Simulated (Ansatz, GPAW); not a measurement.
Given: the input of a run of Ansatz 0.2.0 on FeO (Wuestite). 

input.yaml

```yaml
crystal:
  lattice:
    - [0.0, 2.1554, 2.1554]
    - [2.1554, 0.0, 2.1554]
    - [2.1554, 2.1554, 0.0]
  atoms:
    - { symbol: Fe, position: [0.0, 0.0, 0.0], spin: 3.0 }
    - { symbol: O, position: [0.5, 0.5, 0.5] }
kpoints:
  mp_grid: { grid: [11, 11, 11] }
scf:
  occupations: { method: gaussian, width: 0.021 }
hamiltonian:
  xc: pbe
  pseudopotentials: { kind: all_electron, lapw: { basis_error: 0.001 } }
magnetization:
  spin_polarized: true
output:
  forces: true
  stress: true
  eigenvalues: true
```

Potentials or basis: all-electron LAPW, scalar-relativistic.

The run is started by

```console
$ ansatz run input.yaml --threads 2 --pin off --max-ram 6144MiB --backend cpu --events-out ev --progress --plain --runs-dir out
```

Task: Translate it to GPAW 26.7.0 (ASE script). Potentials or basis there: GPAW PAW data sets (gpaw-data 1.2.1), cutoff 800 eV.

Result: As run (cutoffs and basis follow the program's own potentials, and thresholds, step limits or extra output files can differ):

run.py

```python
from ase.dft.bandgap import bandgap
from ase.io import read, write
from ase.units import GPa
from gpaw import GPAW, PW

atoms = read('POSCAR')
atoms.set_initial_magnetic_moments([3.0, 0.0])

calc = GPAW(mode=PW(800),
            xc='PBE',
            kpts={'size': (11, 11, 11), 'gamma': True},
            occupations={'name': 'methfessel-paxton', 'order': 0, 'width': 0.020999999999999998},
            nbands=17,
            convergence={'density': 1e-05, 'energy': 1e-05},
            maxiter=150,
            txt='gpaw.txt')
atoms.calc = calc
energy = atoms.get_potential_energy()
forces = atoms.get_forces()
stress = atoms.get_stress()
calc.write('gs.gpw')
write('result.traj', atoms)
print(f'Energy: {energy:.6f} eV')
print('Forces (eV/A):')
print(forces.round(4))
print('Stress (GPa):', (stress / GPa).round(3))
print('Moments:', calc.get_magnetic_moments().round(3))
print('Fermi level:', round(calc.get_fermi_level(), 4), 'eV')
print(f'Gap: {bandgap(calc)[0]:.4f} eV, direct: {bandgap(calc, direct=True)[0]:.4f} eV')
```

The input POSCAR:

```
FeO
1.0
    0.0000000000      2.1554000000      2.1554000000
    2.1554000000      0.0000000000      2.1554000000
    2.1554000000      2.1554000000      0.0000000000
Fe O
1 1
Direct
    0.0000000000      0.0000000000      0.0000000000
    0.5000000000      0.5000000000      0.5000000000
```

Potentials or basis: GPAW PAW data sets (gpaw-data 1.2.1), pw.

The run is started by

```sh
$ OMP_NUM_THREADS=1 python run.py
```

Both were run:

|  | Ansatz | GPAW |
| --- | --- | --- |
| Pressure | -0.4 GPa | 0.8 GPa |
| Net moment | 4.00 μB per cell | 4.00 μB per cell |

Where Ansatz's input types no cutoff or centring, it takes its own default and a Γ-centred mesh.

The magnetic state is the one that the start led to; the real crystal's order can differ.

Pressure is positive in compression.
